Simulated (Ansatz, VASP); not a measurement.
# One calculation of C, two programs

```
C
1.0
     0.00000    2.15614    3.25811
     1.24482    0.00000    3.25811
     1.24482    2.15614    0.00000
C
2
Direct
  0.16667 0.83333 0.16667
  0.83333 0.16667 0.83333
```

Alike in both runs: task single point; functional r2SCAN; k mesh 14 × 14 × 14; occupations gaussian, width 0.05 eV; no spin polarisation.

|  | VASP | Ansatz |
| --- | --- | --- |
| version | VASP 6.6.1 | Ansatz 0.2.0 |
| potentials or method | VASP PAW PBE potentials, release 64 (C) | scalar-relativistic, plane waves, PAW |
| plane-wave cutoff (eV) | 520 | 500 |
| valence electrons in the cell | 8 | 8 |

```tsv
	VASP	Ansatz	Ansatz less VASP
gap on the k mesh at the Fermi level (eV)	0.18	0.18	-0.001
least direct gap on the mesh (eV)	0.24	0.24	-0.001
pressure (GPa)	-9.8	-10.5	-0.66
largest component of the traceless stress (GPa)	13.34	14.12	+0.774
rms of the force components (eV/Å)	0.021	0.021	+0.0001
```

Atom by atom the forces differ by 0.000 eV/Å (rms over components). With one functional, cell and mesh, what is left measures potentials, basis and numerics.

Caveats: the PAW data sets were made with another functional, which shifts forces and pressure a little (VASP).
